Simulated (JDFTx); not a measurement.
The system is SiC (Moissanite).

```xyz
4
Lattice="3.0760 0.0000 0.0000 -1.5380 2.6639 0.0000 0.0000 0.0000 5.0480" Properties=species:S:1:pos:R:3 pbc="T T T"
Si    1.5380    0.8880    2.5240
Si    0.0000    1.7759    0.0000
C     1.5380    0.8880    4.4675
C     0.0000    1.7759    1.9435
```

Base run:

| Property | Result |
| --- | --- |
| Program | JDFTx 1.7.0 (patched build) |
| Functional | PBE |
| Potentials or basis | PseudoDojo-SR-PBE-0.5-standard |
| Cutoff | 1116 eV |
| Density cutoff | 8925 eV |
| k mesh | 10 × 10 × 5 |
| Occupations | fermi-dirac, width 0.05 eV |
| Spin | no spin polarisation |

Its results: band gap on the k mesh 2.49 eV, indirect (least direct gap 4.09 eV); pressure 3.7 GPa; largest force 0.760 eV/Å.

Problem. After a change of settings the same cell gave: band gap on the k mesh 2.82 eV, indirect (least direct gap 4.20 eV); pressure 3.8 GPa; largest force 0.720 eV/Å. Which change was it?
A. functional from PBE to RPBE; potentials or basis from PseudoDojo-SR-PBE-0.5-standard to PseudoDojo-SR-PBE-0.5-standard with smoothed tails
B. k mesh from 10 × 10 × 5 to 5 × 5 × 2
C. functional from PBE to LDA; potentials or basis from PseudoDojo-SR-PBE-0.5-standard to PseudoDojo-SR-LDA-0.4.1-standard with smoothed tails
D. functional from PBE to revPBE; potentials or basis from PseudoDojo-SR-PBE-0.5-standard to PseudoDojo-SR-PBE-0.5-standard with smoothed tails

Solution. B.

Caveats: some runs use coarse meshes; the empty levels aren't tightly converged; an odd mesh through Γ misses points on the zone boundary, where band edges often lie.

Not every run made on this cell is shown here.
